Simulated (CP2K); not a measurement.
## MgS (Niningerite) in CP2K: convergence with k mesh

Crystal: MgS (Niningerite).

```
S Mg
1.0
     3.67929    0.00000    0.00000
     1.83964    3.18636    0.00000
     1.83964    1.06212    3.00413
S Mg
1 1
Direct
  0.50000 0.50000 0.50000
  0.00000 0.00000 0.00000
```

| Item | Value |
| --- | --- |
| Program | CP2K 2026.2 |
| Task | single point |
| Functional | PBE |
| Potentials or basis | GTH_POTENTIALS S GTH-PBE-q6, Mg GTH-PBE-q10; DZVP-MOLOPT-SR-GTH basis |
| Density cutoff | 19048 eV |
| k mesh | 3 × 3 × 3 |
| Occupations | fermi-dirac, width 0.1 eV |
| Spin | no spin polarisation |

These are the settings of the first run; the series varies k mesh, with any setting tied to it.

Hardware: 1 thread of Arm Neoverse V1, on a shared host.

| k mesh | energy less the tightest run, at zero smearing (meV/atom) | pressure (GPa) | gap on the mesh (eV) | SCF cycles | CPU time (s) | peak memory (GiB) |
| --- | --- | --- | --- | --- | --- | --- |
| 3 × 3 × 3 | 113.52 | 3.98 | 3.575 | 12 | 14 | 0.61 |
| 4 × 4 × 4 | 23.07 | 2.85 | 2.635 | 12 | 14 | 0.61 |
| 5 × 5 × 5 | 5.24 | 2.60 | 3.078 | 12 | 14 | 0.61 |
| 6 × 6 × 6 | 1.32 | 2.54 | 2.657 | 12 | 15 | 0.61 |
| 7 × 7 × 7 | 0.35 | 2.53 | 2.877 | 12 | 15 | 0.61 |
| 9 × 9 × 9 | 0.03 | 2.52 | 2.792 | 12 | 17 | 0.61 |
| 11 × 11 × 11 | 0.00 | 2.52 | 2.748 | 12 | 21 | 0.61 |

Against the tightest run, the energy stays within 1 meV/atom from 7 × 7 × 7 on; the pressure stays within 0.1 GPa from 5 × 5 × 5 on. Not settled before the last step: the gap on the mesh (to 0.01 eV). Meshes of other sizes hit other points, so gaps and Fermi surfaces needn't settle smoothly. The tightest run that finished is the yardstick and may itself not be fully converged.

Caveat, for the tightest run too: an odd mesh through Γ misses points on the zone boundary, where band edges often lie; the basis of atomic orbitals isn't converged, which shifts pressures, moduli and gaps.
